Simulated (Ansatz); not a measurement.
**HgTe: stiffness from a series of strains**

```yaml
crystal:
  lattice:
    - [0.00000, 2.92150, 2.92150]
    - [2.92150, 0.00000, 2.92150]
    - [2.92150, 2.92150, 0.00000]
  atoms:
    - { symbol: Hg, position: [0.00000, 0.00000, 0.00000] }
    - { symbol: Te, position: [0.50000, 0.50000, 0.50000] }
```

Atoms are numbered in the order listed.

The cell comes from COD entry 1538296, which wasn't checked; take it as a given geometry.

Spin–orbit coupling is left out, though it moves levels of the heavy atoms by tenths of an eV or more.

Method: DFT, PBEsol, all-electron LAPW, scalar-relativistic in Ansatz 0.2.0.

Numerical set-up: a Γ-centred 12×12×12 k mesh, Fermi–Dirac smearing of 0.08 eV, basis error target 1 meV/atom, no spin polarisation.

The strain is applied along the Cartesian axes of the cell as listed (the other components stay zero). Fractional coordinates are held (clamped ions).

σ is the change of stress from the unstrained cell, which is at 6.07 GPa; tension is positive, so slopes are stress–strain coefficients at that pressure. In a metal the k mesh adds noise.

Only quantities that a quadratic follows smoothly over the whole series are listed; rougher ones are left out.

```tsv
εzz	σzz (GPa)	σxx (GPa)
-0.0200	-3.56	-1.16
0.0000	0.00	0.00
0.0100	1.46	0.55
0.0200	2.73	1.08
```

(1) Fit the series and read off the stiffness at zero strain.

(2) One run, at εzz = -0.0100, is withheld. Predict its row.

## Answers

(1) Least-squares fits y = p0 + p1 x + p2 x² to the rows give σzz (GPa): p1 = 157, p2 = -1000; σxx (GPa): p1 = 56, p2 = -100. So C11 = 157 GPa and C12 = 56 GPa, which gives B = (C11 + 2 C12)/3 = 90 GPa.

(2) The fits give -1.68, -0.57; the run gave -1.66, -0.57.
